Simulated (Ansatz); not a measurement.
The system is MnO2.

```
Mn O
1.0
     2.90416    0.00000    0.00000
     0.00000    3.84481    0.00000
     0.00000    0.00000    6.16426
Mn O
2 4
Direct
  0.50000 0.50000 0.34330
  0.00000 0.00000 0.65670
  0.50000 0.00000 0.83757
  0.00000 0.50000 0.16243
  0.50000 0.00000 0.42180
  0.00000 0.50000 0.57820
```

Measurements of this composition are mostly on another form, of space group No. 136.

Base run:

| Property | Result |
| --- | --- |
| Program | Ansatz 0.2.0 |
| Functional | r2SCAN |
| Potentials or basis | Ansatz PAW |
| Cutoff | 500 eV (not typed: the program's choice for these potentials) |
| k mesh | 9 × 7 × 5 |
| Occupations | fermi-dirac, width 0.05 eV |
| Spin | collinear spin, ferromagnetic start |
| Starting moments | [4.0, 4.0, 0.0, 0.0, 0.0, 0.0] μB |

Its results: band gap on the k mesh none (metal or under the smearing width); pressure -12.6 GPa; net moment 6.00 μB per cell; site moments Mn +2.53; O +0.07, -0.02 μB; largest force 1.057 eV/Å.

Task: The run is repeated on the same cell with these changes: functional from r2SCAN to LDA; cutoff from 500 eV (not typed: the program's choice for these potentials) to 420 eV (not typed: the program's choice for these potentials). What comes out?

Result: Band gap on the k mesh none (metal or under the smearing width); pressure -19.4 GPa; net moment 6.00 μB per cell; site moments Mn +2.38; O +0.13, +0.01 μB; largest force 1.559 eV/Å.

Caveats: semilocal functionals often make such compounds metallic where correlation or magnetic order opens a gap, which also shifts bond lengths; only a ferromagnetic start was run, and an antiferromagnetic order may lie lower in energy; the PAW data sets come from PBE, with cores solved anew for the run's functional, which leaves a small shift of forces and pressure; forces of over 1 eV/Å show positions far from the minimum, so gaps and moduli don't describe the material at rest; the magnetic or orbital state may not be the lowest (some runs).
